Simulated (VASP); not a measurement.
# KI (Fm-3m) in VASP: single point with r2SCAN

Aim: the single point of KI with r2SCAN.

All numbers are computed with VASP 6.6.1; they aren't measurements. Logs are shortened: lines on timing, memory, paths and dates and some standing lists are left out, and cuts for length are marked.

**The experiment to reproduce.**

From a printed reference work, monograph, for a bulk crystal of KI: band gap 6.32 eV.

The runs below are set against these values where they give the same quantity.

## 1. The cell of the first run

It takes space group Fm-3m (No. 225, cubic). Conventional cell: a = 7.049 Å, b = 7.049 Å, c = 7.049 Å, α = 90.00°, β = 90.00°, γ = 90.00°. Within 4.6 Å of K (site symmetry m-3m) lie 6 I at 3.52 Å. Within 4.6 Å of I (site symmetry m-3m) lie 6 K at 3.52 Å.

## 2. Single point, r2SCAN

Input file POSCAR:

```
KI
1.0
    0.0000000000      3.5245500000      3.5245500000
    3.5245500000      0.0000000000      3.5245500000
    3.5245500000      3.5245500000      0.0000000000
K I
1 1
Direct
    0.0000000000      0.0000000000      0.0000000000
    0.5000000000      0.5000000000      0.5000000000
```

Input file INCAR.step1:

```
  ALGO = Normal
  EDIFF = 1E-5
  ENCUT = 550
  GGA = PE
  GGA_COMPAT = False
  ISMEAR = 0
  LASPH = True
  LCHARG = False
  LREAL = False
  LWAVE = True
  NBANDS = 15
  NELM = 120
  PREC = Accurate
  SIGMA = 0.1
```

Input file INCAR.step2:

```
  ALGO = Normal
  EDIFF = 1E-6
  ENCUT = 550
  GGA_COMPAT = False
  ISIF = 2
  ISMEAR = 0
  ISTART = 1
  LASPH = True
  LCHARG = False
  LMIXTAU = True
  LREAL = False
  LWAVE = False
  METAGGA = R2SCAN
  NBANDS = 15
  NELM = 120
  PREC = Accurate
  SIGMA = 0.1
```

Input file KPOINTS:

```
k-points
0
Gamma
  4 4 4
```

Potentials or basis: VASP PAW PBE potentials, release 64 (K_sv, I).

The run is started by

```
> cat potpaw_PBE.64/K_sv/POTCAR potpaw_PBE.64/I/POTCAR > POTCAR
> cp INCAR.step1 INCAR
> mpirun -np 1 vasp_std > vasp.out
> cp INCAR.step2 INCAR
> mpirun -np 1 vasp_std > vasp.out
```

OUTCAR:

```text
EDIFF = 1E-6
   ENCUT = 550
   ISIF = 2
   ISMEAR = 0
   ISTART = 1
   LASPH = True
   LREAL = False
   METAGGA = R2SCAN
   NELM = 120
   PREC = Accurate

 ion  position               nearest neighbor table
   1  0.000  0.000  0.000-   2 3.52   2 3.52   2 3.52   2 3.52   2 3.52   2 3.52
   2  0.500  0.500  0.500-   1 3.52   1 3.52   1 3.52   1 3.52   1 3.52   1 3.52

  LATTYP: Found a face centered cubic cell.
 ALAT       =     7.0491000000

  Lattice vectors:

 A1 = (   0.0000000000,   3.5245500000,   3.5245500000)
 A2 = (   3.5245500000,   0.0000000000,   3.5245500000)
 A3 = (   3.5245500000,   3.5245500000,   0.0000000000)

Analysis of symmetry for initial positions (statically):
=====================================================================
 Subroutine PRICEL returns:
 Original cell was already a primitive cell.

 Routine SETGRP: Setting up the symmetry group for a
 face centered cubic supercell.

 Subroutine GETGRP returns: Found 48 space group operations
 (whereof 48 operations were pure point group operations)
 out of a pool of 48 trial point group operations.

The static configuration has the point symmetry O_h .

Analysis of symmetry for dynamics (positions and initial velocities):
=====================================================================
 Subroutine PRICEL returns:
 Original cell was already a primitive cell.

 Routine SETGRP: Setting up the symmetry group for a
 face centered cubic supercell.

 Subroutine GETGRP returns: Found 48 space group operations
 (whereof 48 operations were pure point group operations)
 out of a pool of 48 trial point group operations.

The dynamic configuration has the point symmetry O_h .

 Subroutine INISYM returns: Found 48 space group operations
 (whereof 48 operations are pure point group operations),
 and found     1 'primitive' translations

----------------------------------------------------------------------------------------

                                     Primitive cell

  volume of cell :      87.5671

  direct lattice vectors                    reciprocal lattice vectors
     0.000000000  3.524550000  3.524550000    -0.141862082  0.141862082  0.141862082
     3.524550000  0.000000000  3.524550000     0.141862082 -0.141862082  0.141862082
     3.524550000  3.524550000  0.000000000     0.141862082  0.141862082 -0.141862082

  length of vectors
     4.984466411  4.984466411  4.984466411     0.245712333  0.245712333  0.245712333

[... 73 lines left out ...]
   PSTRESS=    0.0 pullay stress
   NELECT =      16.0000    total number of electrons
   NUPDOWN=      -1.0000    fix difference up-down
   EMIN   =  10.00;   EMAX   =-10.00  energy-range for DOS
   EFERMI =   0.00;   METHOD = LEGACY
   ISMEAR =     0;   SIGMA  =   0.10  broadening in eV -4-tet -1-fermi 0-gaus
   EFERMI_NEDOS =   21; number of points for ismear=-14 and -15
   IALGO  =     38    algorithm
   IMIX   =      4    mixing-type and parameters
     AMIX     =   0.40;   BMIX     =  1.00
     AMIX_MAG =   1.60;   BMIX_MAG =  1.00
  volume/ion in A,a.u.               =      43.78       295.47
  Fermi-wavevector in a.u.,A,eV,Ry     =   0.928969  1.755497 11.741598  0.862983
  Thomas-Fermi vector in A             =   2.055202
   LORBIT       =      0    0 simple, 1 ext, 2 COOP (PROOUT), +10 PAW based schemes
   METAGGA = R2SCAN    functional components
   LHFCALC =     F    Hartree Fock is set to
   AEXX    =    0.0000 exact exchange contribution
   IVDW    =     0    specifies the selected vdW correction
   LEPSILON=     F    determine dielectric tensor
   LRPA    =     F    only Hartree local field effects (RPA)
 non-spin polarized calculation
 Gauss-broadening in eV      SIGMA  =   0.10
  energy-cutoff  :      550.00
  volume of cell :       87.57
 maximum number of plane-waves:      2637
 NGX is ok and might be reduce to    40
   NGX = 19   NGY = 19   NGZ = 19

 number of electron      15.9999999 magnetization

 Free energy of the ion-electron system (eV)
  ---------------------------------------------------
  ext. energy  EPLUGINS =         0.00000000
  ---------------------------------------------------
  free energy    TOTEN  =       -33.98275088 eV

  energy without entropy =      -33.98275088  energy(sigma->0) =      -33.98275088

 E-fermi :  -0.2394     XC(G=0):  -7.5467

 val. band max:       -0.7178045134   @ k =   0.0000   0.0000   0.0000
 cond. band min:       3.9078015846   @ k =   0.0000   0.0000   0.0000
 fundamental gap:      4.6256060980
 Fermi energy:        -0.2394445798

 k-point     1 :       0.0000    0.0000    0.0000
  band No.  band energies     occupation
      1     -30.3655      2.00000
      2     -13.0818      2.00000
      3     -13.0818      2.00000
      4     -13.0818      2.00000
      5     -11.5412      2.00000
      6      -0.7178      2.00000
      7      -0.7178      2.00000
      8      -0.7178      2.00000
      9       3.9078      0.00000
     10       6.3265      0.00000
     11       6.3265      0.00000
     12       6.3265      0.00000
     13       7.1819      0.00000
     14       7.1819      0.00000
[... 113 lines left out ...]
      2     -13.1349      2.00000
      3     -13.1137      2.00000
      4     -13.1137      2.00000
      5     -11.3203      2.00000
      6      -1.4676      2.00000
      7      -1.4676      2.00000
      8      -1.3212      2.00000
      9       6.2542      0.00000
     10       6.2542      0.00000
     11       6.6799      0.00000
     12       8.2983      0.00000
     13       8.8669      0.00000
     14       9.6883      0.00000
     15      10.2146      0.00000

------------------------ aborting loop because EDIFF is reached ----------------------------------------

  FORCE on cell =-STRESS in cart. coord.  units (eV):
  Direction    XX          YY          ZZ          XY          YZ          ZX
  --------------------------------------------------------------------------------------
  -------------------------------------------------------------------------------------
  Total        0.1368339      0.1368339      0.1368339     -0.0000000     -0.0000000      0.0000000
  in kB        2.5035899      2.5035899      2.5035899     -0.0000000     -0.0000000      0.0000000
  external PRESSURE =       2.5035899 kB  Pullay stress =       0.0000000 kB

 VOLUME and BASIS-vectors are now :
 -----------------------------------------------------------------------------
  energy-cutoff  :      550.00
  volume of cell :       87.57
      direct lattice vectors                 reciprocal lattice vectors
     0.000000000  3.524550000  3.524550000    -0.141862082  0.141862082  0.141862082
     3.524550000  0.000000000  3.524550000     0.141862082 -0.141862082  0.141862082
     3.524550000  3.524550000  0.000000000     0.141862082  0.141862082 -0.141862082

 POSITION                                       TOTAL-FORCE (eV/Angst)
 -----------------------------------------------------------------------------------
      0.00000      0.00000      0.00000        -0.000000     -0.000000     -0.000000
      3.52455      3.52455      3.52455         0.000000      0.000000      0.000000
 -----------------------------------------------------------------------------------
    total drift:                                0.000000     -0.000000     -0.000000

  FREE ENERGIE OF THE ION-ELECTRON SYSTEM (eV)
  ---------------------------------------------------
  free  energy   TOTEN  =       -33.9827508807 eV

  energy  without entropy=      -33.9827508807  energy(sigma->0) =      -33.98275088
```

Wall time 1.8 min (1 thread of Intel Xeon 8259CL, shared host); peak memory 0.25 GiB.

What came out:

| Quantity | Value |
| --- | --- |
| Free energy | -33.9828 eV |
| Pressure | 0.3 GPa |
| Band gap on the k mesh | 4.63 eV, direct |

Caveat: the PAW data sets were made with another functional, which shifts forces and pressure a little; spin-orbit coupling is left out, which moves the levels of the heavy elements.

## 3. Against experiment

Step 2. Against the measured gap of KI, 6.32 eV (a printed reference work, monograph), the calculated 4.63 eV is off by -1.69 eV. Spin-orbit coupling on I is left out. The value is that of r2SCAN, without temperature or zero-point motion.
